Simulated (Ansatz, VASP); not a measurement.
# BN: VASP beside Ansatz

```
B N
1.0
     0.00000    1.81300    1.74048
     1.81300    0.00000    1.74048
     1.81300    1.81300    0.00000
B N
1 1
Cartesian
  0.0000 0.0000 0.0000
  2.7195 2.7195 2.6107
```

Change from the starting cell: strain +0.000 along x and y, -0.040 along z, atoms carried along.

Alike in both runs: task single point; functional PBE; k mesh 12 × 12 × 12; occupations gaussian, width 0.05 eV; no spin polarisation.

|  | VASP | Ansatz |
| --- | --- | --- |
| version | VASP 6.6.1 | Ansatz 0.2.0 |
| potentials or method | VASP PAW PBE potentials, release 64 (B, N) | scalar-relativistic, plane waves, PAW |
| plane-wave cutoff (eV) | 520 | 420 |
| valence electrons in the cell | 8 | 8 |

Ansatz gave:

| Item | Value |
| --- | --- |
| gap on the k mesh at the Fermi level (eV) | 3.78 |
| least direct gap on the mesh (eV) | 8.55 |
| pressure (GPa) | 15.8 |
| largest component of the traceless stress (GPa) | 16.22 |

Problem. What did VASP give for the same quantities?

Solution. gap on the k mesh at the Fermi level (eV): 3.77; least direct gap on the mesh (eV): 8.54; pressure (GPa): 16.2; largest component of the traceless stress (GPa): 16.23.

Caveats: so large a pressure means that the cell lies far from this level's equilibrium, or that cutoff or potentials fall short (VASP). A k mesh can miss the band edges.
